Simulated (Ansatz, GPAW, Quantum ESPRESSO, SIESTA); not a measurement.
**Te: programs and potentials compared**

```
Te
1.0
     4.45400    0.00000    0.00000
    -2.22700    3.85728    0.00000
     0.00000    0.00000    5.92400
Te
3
Direct
  0.73100 0.73100 0.00000
  0.00000 0.26900 0.66667
  0.26900 0.00000 0.33333
```

Alike in all runs: task band structure; functional PBEsol; k mesh 7 × 7 × 5; occupations fermi-dirac, width 0.05 eV; no spin polarisation; no spin-orbit coupling. Pressure is positive in compression and, in plane waves, holds the error of the finite cutoff. Gaps are the smaller of the mesh's and the band path's.

```csv
program and potentials,plane-wave cutoff (eV),notes,band gap (eV),pressure (GPa),largest force (eV/Å)
"SIESTA, files PseudoDojo sr-pbesol-0.4.1-standard, DZP (energy shift 0.003 Ry; two zetas on semicore shells)",-,atomic basis; 16 valence electrons an atom on average,0.06,0.39,0.582
"Ansatz, all-electron LAPW, scalar-relativistic",-,-,?,?,?
"Quantum ESPRESSO, GBRV 1.5 PBEsol",612,6 valence electrons an atom on average,0.15,-0.97,0.196
"Quantum ESPRESSO, PseudoDojo 0.4.1 SR PBEsol standard",1088,16 valence electrons an atom on average,0.14,-0.83,0.153
"GPAW, PAW data sets generated for this functional",600,6 valence electrons an atom on average,0.13,-1.33,0.066
```

Task: Estimate from the other rows what the run with Ansatz, all-electron LAPW, scalar-relativistic gave.

Result: Band gap 0.14 eV; pressure -0.94 GPa; largest force 0.099 eV/Å. The other rows, which needn't bracket it: band gap 0.06 to 0.15; pressure -1.33 to 0.39; largest force 0.066 to 0.582.
